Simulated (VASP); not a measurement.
# K2S (Fm-3m) in VASP: further runs

Aim: see how the results for K2S move with the level of theory and the settings. Levels: PBEsol, LDA. Tasks: relaxation of cell and atoms.

Program: VASP 6.6.1. These are calculated values, not measurements. Logs are shortened: lines on timing, memory, paths and dates and some standing lists are left out, and cuts for length are marked.

## Step 1: Starting point

It takes space group Fm-3m (No. 225, cubic). Conventional cell: a = 7.414 Å, b = 7.414 Å, c = 7.414 Å, α = 90.00°, β = 90.00°, γ = 90.00°. K (site symmetry -43m) is surrounded by 4 S at 3.21 Å. S (site symmetry m-3m) is surrounded by 8 K at 3.21 Å.

The cell is a database's computed one.

## Step 2: Relaxation of cell and atoms, PBEsol

INCAR reads:

```
ALGO = Normal ; EDIFF = 1E-7
EDIFFG = -0.005 ; ENCUT = 600
GGA = PS ; IBRION = 2
ISIF = 3 ; ISMEAR = 0
LASPH = True ; LCHARG = False
LREAL = False ; LWAVE = False
NELM = 60 ; NSW = 90
PREC = Accurate ; SIGMA = 0.02
```

KPOINTS reads:

```
k-points
0
Gamma
  6 6 6
```

POSCAR reads:

```
K2S
1.0
    0.0000000000      3.7069394600      3.7069394600
    3.7069394600      0.0000000000      3.7069394600
    3.7069394600      3.7069394600      0.0000000000
K S
2 1
Direct
    0.7500000000      0.7500000000      0.7500000000
    0.2500000000      0.2500000000      0.2500000000
    0.0000000000      0.0000000000      0.0000000000
```

Potentials or basis: VASP PAW PBE potentials, release 64 (K_sv, S).

Run with:

```sh
$ cat potpaw_PBE.64/K_sv/POTCAR potpaw_PBE.64/S/POTCAR > POTCAR
$ mpirun -np 1 vasp_std > vasp.out
```

OUTCAR:

```text
EDIFF = 1E-7
   EDIFFG = -0.005
   ENCUT = 600
   GGA = PS
   IBRION = 2
   ISIF = 3
   ISMEAR = 0
   LASPH = True
   LREAL = False
   NELM = 60
   NSW = 90
   PREC = Accurate

 ion  position               nearest neighbor table
   1  0.750  0.750  0.750-   3 3.21   3 3.21   3 3.21   3 3.21   2 3.71   2 3.71   2 3.71   2 3.71
                             2 3.71   2 3.71
   2  0.250  0.250  0.250-   3 3.21   3 3.21   3 3.21   3 3.21   1 3.71   1 3.71   1 3.71   1 3.71
                             1 3.71   1 3.71
   3  0.000  0.000  0.000-   1 3.21   1 3.21   1 3.21   1 3.21   2 3.21   2 3.21   2 3.21   2 3.21

  LATTYP: Found a face centered cubic cell.
 ALAT       =     7.4138789200

  Lattice vectors:

 A1 = (   0.0000000000,   3.7069394600,   3.7069394600)
 A2 = (   3.7069394600,   0.0000000000,   3.7069394600)
 A3 = (   3.7069394600,   3.7069394600,   0.0000000000)

Analysis of symmetry for initial positions (statically):
=====================================================================
 Subroutine PRICEL returns:
 Original cell was already a primitive cell.

 Routine SETGRP: Setting up the symmetry group for a
 face centered cubic supercell.

 Subroutine GETGRP returns: Found 48 space group operations
 (whereof 48 operations were pure point group operations)
 out of a pool of 48 trial point group operations.

The static configuration has the point symmetry O_h .

Analysis of symmetry for dynamics (positions and initial velocities):
=====================================================================
 Subroutine PRICEL returns:
 Original cell was already a primitive cell.

 Routine SETGRP: Setting up the symmetry group for a
 face centered cubic supercell.

 Subroutine GETGRP returns: Found 48 space group operations
 (whereof 48 operations were pure point group operations)
 out of a pool of 48 trial point group operations.

The dynamic configuration has the point symmetry O_h .

 Subroutine INISYM returns: Found 48 space group operations
 (whereof 48 operations are pure point group operations),
 and found     1 'primitive' translations

----------------------------------------------------------------------------------------

                                     Primitive cell

  volume of cell :     101.8771

  direct lattice vectors                    reciprocal lattice vectors
     0.000000000  3.706939460  3.706939460    -0.134882160  0.134882160  0.134882160
     3.706939460  0.000000000  3.706939460     0.134882160 -0.134882160  0.134882160
[... 72 lines left out ...]
   ISPIN  =      1    spin polarized calculation?
   LNONCOLLINEAR =      F non collinear calculations
   LSORBIT =      F    spin-orbit coupling
   LASPH  =      T    aspherical Exc in radial PAW
   ENCUT  =  600.0 eV  44.10 Ry    6.64 a.u.  10.47 10.47 10.47*2*pi/ulx,y,z
   NELM   =     60;   NELMIN=  2; NELMDL= -5     # of ELM steps
   EDIFF  = 0.1E-06   stopping-criterion for ELM
   LREAL  =      F    real-space projection
   EDIFFG = -.5E-02   stopping-criterion for IOM
   NSW    =     90    number of steps for IOM
   IBRION =      2    ionic relax: 0-MD 1-quasi-New 2-CG
   NFREE  =      1    steps in history (QN), initial steepest desc. (CG)
   ISIF   =      3    stress and relaxation
   ISYM   =      2    0-nonsym 1-usesym 2-fastsym
   POTIM  = 0.5000    time-step for ionic-motion
   TEBEG  =    0.0;   TEEND  =   0.0 temperature during run
   PSTRESS=    0.0 pullay stress
   NELECT =      24.0000    total number of electrons
   NUPDOWN=      -1.0000    fix difference up-down
   EMIN   =  10.00;   EMAX   =-10.00  energy-range for DOS
   EFERMI =   0.00;   METHOD = LEGACY
   ISMEAR =     0;   SIGMA  =   0.02  broadening in eV -4-tet -1-fermi 0-gaus
   EFERMI_NEDOS =   21; number of points for ismear=-14 and -15
   IALGO  =     38    algorithm
   IMIX   =      4    mixing-type and parameters
     AMIX     =   0.40;   BMIX     =  1.00
     AMIX_MAG =   1.60;   BMIX_MAG =  1.00
  volume/ion in A,a.u.               =      33.96       229.17
  Fermi-wavevector in a.u.,A,eV,Ry     =   1.011082  1.910668 13.909059  1.022287
  Thomas-Fermi vector in A             =   2.144110
   LORBIT       =      0    0 simple, 1 ext, 2 COOP (PROOUT), +10 PAW based schemes
   GGA     = PS    functional components
   LHFCALC =     F    Hartree Fock is set to
   AEXX    =    0.0000 exact exchange contribution
   IVDW    =     0    specifies the selected vdW correction
   LEPSILON=     F    determine dielectric tensor
   LRPA    =     F    only Hartree local field effects (RPA)
 conjugate gradient relaxation of ions
 non-spin polarized calculation
 Gauss-broadening in eV      SIGMA  =   0.02
  energy-cutoff  :      600.00
  volume of cell :      101.88
 maximum number of plane-waves:      3479
 NGX is ok and might be reduce to    42
   NGX = 21   NGY = 21   NGZ = 21

--------------------------------------- Ionic step        1  -------------------------------------------

 number of electron      23.9999998 magnetization

 Free energy of the ion-electron system (eV)
  ---------------------------------------------------
  ext. energy  EPLUGINS =         0.00000000
  ---------------------------------------------------
  free energy    TOTEN  =        -9.85928843 eV

  energy without entropy =       -9.85928843  energy(sigma->0) =       -9.85928843

------------------------ aborting loop because EDIFF is reached ----------------------------------------

  FORCE on cell =-STRESS in cart. coord.  units (eV):
  Direction    XX          YY          ZZ          XY          YZ          ZX
  --------------------------------------------------------------------------------------
  -------------------------------------------------------------------------------------
  Total       -0.3306828     -0.3306828     -0.3306828      0.0000000      0.0000000      0.0000000
  in kB       -5.2005073     -5.2005073     -5.2005073      0.0000000      0.0000000      0.0000000
  external PRESSURE =      -5.2005073 kB  Pullay stress =       0.0000000 kB
[... 61 lines left out ...]
--------------------------------------- Ionic step        3  -------------------------------------------

 number of electron      23.9999998 magnetization

 Free energy of the ion-electron system (eV)
  ---------------------------------------------------
  ext. energy  EPLUGINS =         0.00000000
  ---------------------------------------------------
  free energy    TOTEN  =        -9.86389763 eV

  energy without entropy =       -9.86389763  energy(sigma->0) =       -9.86389763

 E-fermi :  -0.2185     XC(G=0):  -7.5916

 val. band max:       -0.3697308439   @ k =   0.5000   0.5000   0.0000
 cond. band min:       1.9660603083   @ k =   0.0000   0.0000   0.0000
 fundamental gap:      2.3357911522
 Fermi energy:        -0.2185210690

 k-point     1 :       0.0000    0.0000    0.0000
  band No.  band energies     occupation
      1     -29.3567      2.00000
      2     -29.2636      2.00000
      3     -13.0280      2.00000
      4     -13.0280      2.00000
      5     -13.0280      2.00000
      6     -12.7677      2.00000
[... 323 lines left out ...]
  FREE ENERGIE OF THE ION-ELECTRON SYSTEM (eV)
  ---------------------------------------------------
  free  energy   TOTEN  =        -9.8638976330 eV

  energy  without entropy=       -9.8638976330  energy(sigma->0) =       -9.86389763

 reached required accuracy - stopping structural energy minimisation
```

It took 1.9 min on 1 thread of Intel Xeon Platinum 8488C (Sapphire Rapids), shared host; peak memory 0.28 GiB.

Results:

```
Free energy                            : -9.8639 eV
Relaxed volume                         : 33.05 Å³/atom
Relaxed cell                           : a = 5.195 Å, b = 5.195 Å, c = 5.195 Å, α = 60.00°, β = 60.00°, γ = 60.00°
Space group after relaxing (to 0.05 Å) : Fm-3m (No. 225)
Energy gained by relaxing              : 1.5 meV/atom
Ionic steps                            : 3
Pressure after relaxing                : 0.0 GPa
Band gap on the k mesh                 : 2.34 eV, indirect (least direct gap 2.56 eV)
```

Step by step:
```
step  energy change (eV)  largest force (eV/Å)  pressure (GPa)  volume (Å³)
   1              0.0000                0.0000           -0.52       101.88
   2             -0.0038                0.0000           -0.23       100.26
   3             -0.0046                0.0000           -0.01        99.14
```

Final structure:
```yaml
crystal:
  lattice:
    - [0.00000, 3.67342, 3.67342]
    - [3.67342, 0.00000, 3.67342]
    - [3.67342, 3.67342, 0.00000]
  atoms:
    - { symbol: K, position: [0.75000, 0.75000, 0.75000] }
    - { symbol: K, position: [0.25000, 0.25000, 0.25000] }
    - { symbol: S, position: [0.00000, 0.00000, 0.00000] }
```

Levels at points of the mesh, in eV from the valence-band top:
| k point | band 9 | band 10 | band 11 | band 12 | band 13 | band 14 | band 15 | band 16 |
| --- | --- | --- | --- | --- | --- | --- | --- | --- |
| (0.00, 0.00, 0.00) | -9.61 | -0.22 | -0.22 | -0.22 | 2.34 | 5.42 | 5.42 | 7.53 |
| (0.50, 0.00, 0.00) | -9.38 | -0.65 | -0.08 | -0.08 | 4.67 | 5.04 | 5.80 | 5.80 |
| (0.50, 0.50, 0.00) | -9.33 | -0.79 | 0.00 | 0.00 | 3.42 | 5.27 | 6.60 | 6.67 |

Caveat: the PAW data sets were made with another functional, which shifts forces and pressure a little. Expect the measured gap to be larger: semilocal functionals such as PBEsol lack the derivative discontinuity.

## Step 3: Relaxation of cell and atoms, LDA

INCAR, as its differences from that of step 2:

```diff
@@ -2,3 +2,3 @@
 EDIFFG = -0.005 ; ENCUT = 600
-GGA = PS ; IBRION = 2
+GGA = CA ; IBRION = 2
 ISIF = 3 ; ISMEAR = 0
```

KPOINTS is that of step 2.

POSCAR is that of step 2.

Potentials or basis: VASP PAW LDA potentials, release 64 (K_sv, S).

Run with:

```sh
$ cat potpaw_LDA.64/K_sv/POTCAR potpaw_LDA.64/S/POTCAR > POTCAR
$ mpirun -np 1 vasp_std > vasp.out
```

It took 2.3 min on 1 thread of Intel Xeon Platinum 8488C (Sapphire Rapids), shared host; peak memory 0.23 GiB.

The run converged. Its results:

```yaml
Free_energy: -10.4076 eV
Relaxed_volume: 31.12 Å³/atom
Relaxed_cell: a = 5.092 Å, b = 5.092 Å, c = 5.092 Å, α = 60.00°, β = 60.00°, γ = 60.00°
Space_group_after_relaxing_to_0.05_Å: Fm-3m (No. 225)
Energy_gained_by_relaxing: 16.2 meV/atom
Ionic_steps: 4
Pressure_after_relaxing: 0.0 GPa
Band_gap_on_the_k_mesh: 2.31 eV, indirect (least direct gap 2.60 eV)
```

The path:
```
step  energy change (eV)  largest force (eV/Å)  pressure (GPa)  volume (Å³)
   1              0.0000                0.0000           -1.69       101.88
   2             -0.0405                0.0000           -0.76        96.68
   3             -0.0485                0.0000           -0.05        93.60
   4             -0.0485                0.0000            0.01        93.37
```

Final structure:
```xyz
3
Lattice="0.0000 3.6008 3.6008 3.6008 0.0000 3.6008 3.6008 3.6008 0.0000" Properties=species:S:1:pos:R:3 pbc="T T T"
K     5.4012    5.4012    5.4012
K     1.8004    1.8004    1.8004
S     3.6008    7.2016    3.6008
```

Levels at points of the mesh, in eV from the valence-band top:
| k point | band 10 | band 11 | band 12 | band 13 | band 14 | band 15 |
| --- | --- | --- | --- | --- | --- | --- |
| (0.00, 0.00, 0.00) | -0.30 | -0.30 | -0.30 | 2.31 | 5.26 | 5.26 |
| (0.50, 0.00, 0.00) | -0.71 | -0.11 | -0.11 | 4.64 | 5.13 | 5.72 |
| (0.50, 0.50, 0.00) | -0.89 | 0.00 | 0.00 | 3.29 | 5.19 | 6.47 |

A k mesh can miss the band edges. A hybrid or GW would open this gap; LDA tends to underestimate it.
